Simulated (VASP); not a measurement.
# ZrSe2 in VASP: a series of runs

Aim: see how the results for ZrSe2 move with the level of theory and the settings. Levels: PBE, PBE+D3(BJ). Tasks: relaxation of cell and atoms.

Program: VASP 6.6.1. These are calculated values, not measurements. Logs are shortened: lines on timing, memory, paths and dates and some standing lists are left out, and cuts for length are marked.

### Step 1. Starting point

The cell holds a slab with vacuum, 6 atoms: a = 3.798 Å, b = 3.798 Å, c = 27.288 Å, α = 90.00°, β = 90.00°, γ = 120.00°.

### Step 2. Relaxation of cell and atoms, PBE

File INCAR:

```
ALGO     = Normal         # electronic algorithm
EDIFF    = 1E-6           # SCF threshold, eV
EDIFFG   = -0.01          # ionic threshold
ENCUT    = 600            # plane-wave cutoff, eV
GGA      = PE             # functional
IBRION   = 2              # ionic algorithm
ISIF     = 3              # what is computed and relaxed
ISMEAR   = 0              # smearing method
LASPH    = True           # aspherical terms in the spheres
LATTICE_CONSTRAINTS= .TRUE. .TRUE. .FALSE.
LCHARG   = False          # write CHGCAR
LREAL    = False          # projectors in reciprocal space
LWAVE    = False          # write WAVECAR
NELM     = 80             # most SCF steps
NSW      = 90             # ionic steps
PREC     = Accurate       # precision mode
SIGMA    = 0.03           # smearing width, eV
```

File KPOINTS:

```
k-points
0
Gamma
  9 9 1
```

File POSCAR:

```
ZrSe2
1.0
    3.7980000000      0.0000000000      0.0000000000
   -1.8990000000      3.2891644800      0.0000000000
    0.0000000000      0.0000000000     27.2880000000
Se Zr
4 2
Direct
    0.6666666700      0.3333333300      0.3298153000
    0.3333333300      0.6666666700      0.4432717700
    0.6666666700      0.3333333300      0.5567282300
    0.3333333300      0.6666666700      0.6701847000
    0.0000000000      0.0000000000      0.3865435400
    0.0000000000      0.0000000000      0.6134564600
```

Potentials or basis: VASP PAW PBE potentials, release 64 (Se, Zr_sv).

On the command line:

```sh
$ cat potpaw_PBE.64/Se/POTCAR potpaw_PBE.64/Zr_sv/POTCAR > POTCAR
$ mpirun -np 1 vasp_std > vasp.out
```

OUTCAR:

```text
EDIFF = 1E-6
   EDIFFG = -0.01
   ENCUT = 600
   GGA = PE
   IBRION = 2
   ISIF = 3
   ISMEAR = 0
   LASPH = True
   LREAL = False
   NELM = 80
   NSW = 90
   PREC = Accurate

 ion  position               nearest neighbor table
   1  0.667  0.333  0.330-   5 2.68   5 2.68   5 2.68
   2  0.333  0.667  0.443-   5 2.68   5 2.68   5 2.68
   3  0.667  0.333  0.557-   6 2.68   6 2.68   6 2.68
   4  0.333  0.667  0.670-   6 2.68   6 2.68   6 2.68
   5  0.000  0.000  0.387-   2 2.68   2 2.68   2 2.68   1 2.68   1 2.68   1 2.68
   6  0.000  0.000  0.613-   3 2.68   3 2.68   3 2.68   4 2.68   4 2.68   4 2.68

  LATTYP: Found a hexagonal cell.
 ALAT       =     3.7980000000
 C/A-ratio  =     7.1848341232

  Lattice vectors:

 A1 = (   3.7980000000,   0.0000000000,   0.0000000000)
 A2 = (  -1.8990000000,   3.2891644800,   0.0000000000)
 A3 = (   0.0000000000,   0.0000000000,  27.2880000000)

Analysis of symmetry for initial positions (statically):
=====================================================================
 Subroutine PRICEL returns:
 Original cell was already a primitive cell.

 Routine SETGRP: Setting up the symmetry group for a
 hexagonal supercell.

 Subroutine GETGRP returns: Found 12 space group operations
 (whereof 12 operations were pure point group operations)
 out of a pool of 24 trial point group operations.

The static configuration has the point symmetry D_3d.

Analysis of symmetry for dynamics (positions and initial velocities):
=====================================================================
 Subroutine PRICEL returns:
 Original cell was already a primitive cell.

 Routine SETGRP: Setting up the symmetry group for a
 hexagonal supercell.

 Subroutine GETGRP returns: Found 12 space group operations
 (whereof 12 operations were pure point group operations)
 out of a pool of 24 trial point group operations.

The dynamic configuration has the point symmetry D_3d.

 Subroutine INISYM returns: Found 12 space group operations
 (whereof 12 operations are pure point group operations),
 and found     1 'primitive' translations

----------------------------------------------------------------------------------------

                                     Primitive cell

  volume of cell :     340.8884

  direct lattice vectors                    reciprocal lattice vectors
     3.798000000  0.000000000  0.000000000     0.263296472  0.152014289  0.000000000
    -1.899000000  3.289164480  0.000000000     0.000000000  0.304028578  0.000000000
     0.000000000  0.000000000 27.288000000     0.000000000  0.000000000  0.036646145

  length of vectors
     3.798000000  3.797999997 27.288000000     0.304028578  0.304028578  0.036646145

  position of ions in fractional coordinates (direct lattice)
     0.666666670  0.333333330  0.329815300
     0.333333330  0.666666670  0.443271770
     0.666666670  0.333333330  0.556728230
     0.333333330  0.666666670  0.670184700
     0.000000000  0.000000000  0.386543540
     0.000000000  0.000000000  0.613456460

  ion indices of the primitive-cell ions
   primitive index   ion index
                 1           1
                 2           2
                 3           3
                 4           4
                 5           5
                 6           6

----------------------------------------------------------------------------------------

 KPOINTS: k-points

Automatic generation of k-mesh.
 Grid dimensions read from file:
 generate k-points for:    9    9    1

 Generating k-lattice:

  Cartesian coordinates                     Fractional coordinates (reciprocal lattice)
     0.029255164  0.016890477  0.000000000     0.111111111 -0.000000000  0.000000000
     0.000000000  0.033780953  0.000000000     0.000000000  0.111111111  0.000000000
     0.000000000  0.000000000  0.036646145     0.000000000  0.000000000  1.000000000

  Length of vectors
     0.033780953  0.033780953  0.036646145

  Shift w.r.t. Gamma in fractional coordinates (k-lattice)
     0.000000000  0.000000000  0.000000000

 Subroutine IBZKPT returns following result:
 ===========================================

 Found     12 irreducible k-points:

 Following reciprocal coordinates:
            Coordinates               Weight
  0.000000  0.000000  0.000000      1.000000
  0.111111 -0.000000  0.000000      6.000000
  0.222222 -0.000000  0.000000      6.000000
  0.333333 -0.000000  0.000000      6.000000
  0.444444 -0.000000  0.000000      6.000000
  0.111111  0.111111  0.000000      6.000000
  0.222222  0.111111  0.000000     12.000000
  0.333333  0.111111  0.000000     12.000000
  0.444444  0.111111  0.000000      6.000000
  0.222222  0.222222  0.000000      6.000000
  0.333333  0.222222  0.000000     12.000000
  0.333333  0.333333  0.000000      2.000000
   k-points           NKPTS =     12   k-points in BZ     NKDIM =     12   number of bands    NBANDS=     28
   number of dos      NEDOS =    301   number of ions     NIONS =      6
   total plane-waves  NPLWV = 201600
   dimension x,y,z NGX =    30 NGY =   30 NGZ =  224
   dimension x,y,z NGXF=    60 NGYF=   60 NGZF=  448
   ions per type =               4   2
   NGX,Y,Z   is equivalent  to a cutoff of  13.13, 13.13, 13.65 a.u.
   NGXF,Y,Z  is equivalent  to a cutoff of  26.26, 26.26, 27.29 a.u.
 SYSTEM =  unknown system
   PREC   = accura    normal or accurate (medium, high low for compatibility)
   ISTART =      0    job   : 0-new  1-cont  2-samecut
   ICHARG =      2    charge: 1-file 2-atom 10-const
   ISPIN  =      1    spin polarized calculation?
   LNONCOLLINEAR =      F non collinear calculations
   LSORBIT =      F    spin-orbit coupling
   LASPH  =      T    aspherical Exc in radial PAW
   ENCUT  =  600.0 eV  44.10 Ry    6.64 a.u.   7.59  7.59 54.50*2*pi/ulx,y,z
   NELM   =     80;   NELMIN=  2; NELMDL= -5     # of ELM steps
   EDIFF  = 0.1E-05   stopping-criterion for ELM
   LREAL  =      F    real-space projection
   EDIFFG = -.1E-01   stopping-criterion for IOM
   NSW    =     90    number of steps for IOM
   IBRION =      2    ionic relax: 0-MD 1-quasi-New 2-CG
   NFREE  =      1    steps in history (QN), initial steepest desc. (CG)
   ISIF   =      3    stress and relaxation
   ISYM   =      2    0-nonsym 1-usesym 2-fastsym
   POTIM  = 0.5000    time-step for ionic-motion
   TEBEG  =    0.0;   TEEND  =   0.0 temperature during run
   PSTRESS=    0.0 pullay stress
   NELECT =      48.0000    total number of electrons
   NUPDOWN=      -1.0000    fix difference up-down
   EMIN   =  10.00;   EMAX   =-10.00  energy-range for DOS
   EFERMI =   0.00;   METHOD = LEGACY
   ISMEAR =     0;   SIGMA  =   0.03  broadening in eV -4-tet -1-fermi 0-gaus
   EFERMI_NEDOS =   21; number of points for ismear=-14 and -15
   IALGO  =     38    algorithm
   IMIX   =      4    mixing-type and parameters
     AMIX     =   0.40;   BMIX     =  1.00
     AMIX_MAG =   1.60;   BMIX_MAG =  1.00
  volume/ion in A,a.u.               =      56.81       383.40
  Fermi-wavevector in a.u.,A,eV,Ry     =   0.851696  1.609472  9.869471  0.725386
  Thomas-Fermi vector in A             =   1.967869
   LORBIT       =      0    0 simple, 1 ext, 2 COOP (PROOUT), +10 PAW based schemes
   GGA     = PE    functional components
   LHFCALC =     F    Hartree Fock is set to
   AEXX    =    0.0000 exact exchange contribution
   IVDW    =     0    specifies the selected vdW correction
   LEPSILON=     F    determine dielectric tensor
   LRPA    =     F    only Hartree local field effects (RPA)
 conjugate gradient relaxation of ions
 non-spin polarized calculation
 Gauss-broadening in eV      SIGMA  =   0.03
  energy-cutoff  :      600.00
  volume of cell :      340.89
 maximum number of plane-waves:     11437
   NGX = 15   NGY = 15   NGZ =109

--------------------------------------- Ionic step        1  -------------------------------------------

 number of electron      48.0000002 magnetization

 Free energy of the ion-electron system (eV)
  ---------------------------------------------------
  ext. energy  EPLUGINS =         0.00000000
  ---------------------------------------------------
  free energy    TOTEN  =       -39.14841095 eV

  energy without entropy =      -39.14841095  energy(sigma->0) =      -39.14841095

------------------------ aborting loop because EDIFF is reached ----------------------------------------

  FORCE on cell =-STRESS in cart. coord.  units (eV):
  Direction    XX          YY          ZZ          XY          YZ          ZX
  --------------------------------------------------------------------------------------
  -------------------------------------------------------------------------------------
  Total        1.3709555      1.3709555      2.6440250     -0.0000000      0.0000000      0.0000000
  in kB        6.4434980      6.4434980     12.4269310     -0.0000000      0.0000000      0.0000000
  external PRESSURE =       8.4379756 kB  Pullay stress =       0.0000000 kB
[... 101 lines left out ...]
  FREE ENERGIE OF THE ION-ELECTRON SYSTEM (eV)
  ---------------------------------------------------
  free  energy   TOTEN  =       -39.1649941177 eV

  energy  without entropy=      -39.1649941177  energy(sigma->0) =      -39.16499412

[... ionic steps 4 to 21 ...]

--------------------------------------- Ionic step       22  -------------------------------------------

 number of electron      48.0000004 magnetization

------------------------ aborting loop because EDIFF is reached ----------------------------------------

  FORCE on cell =-STRESS in cart. coord.  units (eV):
  Direction    XX          YY          ZZ          XY          YZ          ZX
  --------------------------------------------------------------------------------------
  -------------------------------------------------------------------------------------
  Total       -0.0198735     -0.0198735     -0.0584425     -0.0000000      0.0000000      0.0000000
  in kB       -0.0933049     -0.0933049     -0.2743844     -0.0000000      0.0000000      0.0000000
  external PRESSURE =      -0.1536647 kB  Pullay stress =       0.0000000 kB
[... 65 lines left out ...]
  energy  without entropy=      -39.1956388591  energy(sigma->0) =      -39.19563886

--------------------------------------- Ionic step       24  -------------------------------------------

 number of electron      48.0000004 magnetization

 Free energy of the ion-electron system (eV)
  ---------------------------------------------------
  ext. energy  EPLUGINS =         0.00000000
  ---------------------------------------------------
  free energy    TOTEN  =       -39.19588423 eV

  energy without entropy =      -39.19588423  energy(sigma->0) =      -39.19588423

 E-fermi :  -0.9275     XC(G=0):  -4.7219

 val. band max:       -1.1747053436   @ k =   0.0000   0.0000   0.0000
 cond. band min:      -0.6948410196   @ k =   0.4444  -0.0000   0.0000
 fundamental gap:      0.4798643240
 Fermi energy:        -0.9274584268

 k-point     1 :       0.0000    0.0000    0.0000
  band No.  band energies     occupation
      1     -50.6499      2.00000
      2     -50.6499      2.00000
      3     -28.6822      2.00000
      4     -28.6822      2.00000
      5     -28.5780      2.00000
      6     -28.5780      2.00000
[... 394 lines left out ...]
  FREE ENERGIE OF THE ION-ELECTRON SYSTEM (eV)
  ---------------------------------------------------
  free  energy   TOTEN  =       -39.1958842325 eV

  energy  without entropy=      -39.1958842325  energy(sigma->0) =      -39.19588423

 reached required accuracy - stopping structural energy minimisation
```

Wall time 26 min (1 thread of Intel Xeon 6975P-C (Granite Rapids), shared host); peak memory 0.57 GiB.

Results:

```yaml
Free_energy: -39.1959 eV
Relaxed_volume: 56.89 Å³/atom
Relaxed_cell: a = 3.801 Å, b = 3.801 Å, c = 27.288 Å, α = 90.00°, β = 90.00°, γ = 120.00°
Space_group_after_relaxing_to_0.05_Å: P-3m1 (No. 164)
Energy_gained_by_relaxing: 7.9 meV/atom
Ionic_steps: 24
Largest_force_after_relaxing: 0.008 eV/Å
Band_gap_on_the_k_mesh: 0.48 eV, indirect (least direct gap 1.11 eV)
```

Forces in eV/Å, atoms in the order of the input:
```
Se   0.000  0.000 -0.008
Se   0.000  0.000  0.000
Se   0.000  0.000  0.000
Se   0.000  0.000  0.008
Zr   0.000  0.000  0.005
Zr   0.000  0.000 -0.005
```

The path:
| step | energy change (eV) | largest force (eV/Å) | pressure (GPa) | volume (Å³) |
| --- | --- | --- | --- | --- |
| 1 | 0.0000 | 0.3676 | 0.84 | 340.89 |
| 2 | -0.0120 | 0.0530 | -0.28 | 348.45 |
| 3 | -0.0166 | 0.1334 | 0.10 | 345.79 |
| 4 | -0.0196 | 0.1067 | 0.10 | 344.74 |
| 5 | -0.0234 | 0.0475 | 0.11 | 341.60 |
| 6 | -0.0241 | 0.0530 | 0.09 | 341.70 |
| 7 | -0.0258 | 0.0687 | 0.03 | 341.98 |
| 8 | -0.0285 | 0.1012 | -0.07 | 342.55 |
| 9 | -0.0307 | 0.1677 | -0.28 | 343.70 |
| 10 | -0.0308 | 0.1664 | -0.28 | 343.67 |
| 11 | -0.0312 | 0.1645 | -0.28 | 343.60 |
| 12 | -0.0319 | 0.1605 | -0.26 | 343.46 |
| 13 | -0.0333 | 0.1515 | -0.23 | 343.17 |
| 14 | -0.0358 | 0.1343 | -0.18 | 342.61 |
| 15 | -0.0395 | 0.1009 | -0.07 | 341.47 |
| 16 | -0.0425 | 0.0423 | 0.15 | 339.21 |
| 17 | -0.0436 | 0.0323 | 0.11 | 339.52 |
| 18 | -0.0456 | 0.0408 | 0.00 | 340.46 |
| 19 | -0.0443 | 0.1491 | -0.21 | 342.32 |
| 20 | -0.0459 | 0.0742 | -0.06 | 341.04 |
| 21 | -0.0466 | 0.0512 | -0.04 | 341.13 |
| 22 | -0.0473 | 0.0176 | -0.02 | 341.26 |
| 23 | -0.0472 | 0.0485 | 0.04 | 341.51 |
| 24 | -0.0475 | 0.0081 | 0.01 | 341.35 |

Final structure:
```
CELL_PARAMETERS angstrom
3.80058 0.00000 0.00000
-1.90029 3.29140 0.00000
0.00000 0.00000 27.28800
ATOMIC_POSITIONS crystal
Se 0.66667 0.33333 0.31665
Se 0.33333 0.66667 0.43266
Se 0.66667 0.33333 0.56734
Se 0.33333 0.66667 0.68335
Zr 0.00000 0.00000 0.37464
Zr 0.00000 0.00000 0.62536
```

Caveat: without dispersion, layers of such crystals drift apart on relaxing, which shifts levels and gaps; volumes and pressures include the vacuum.

[end of part 1 of 2]
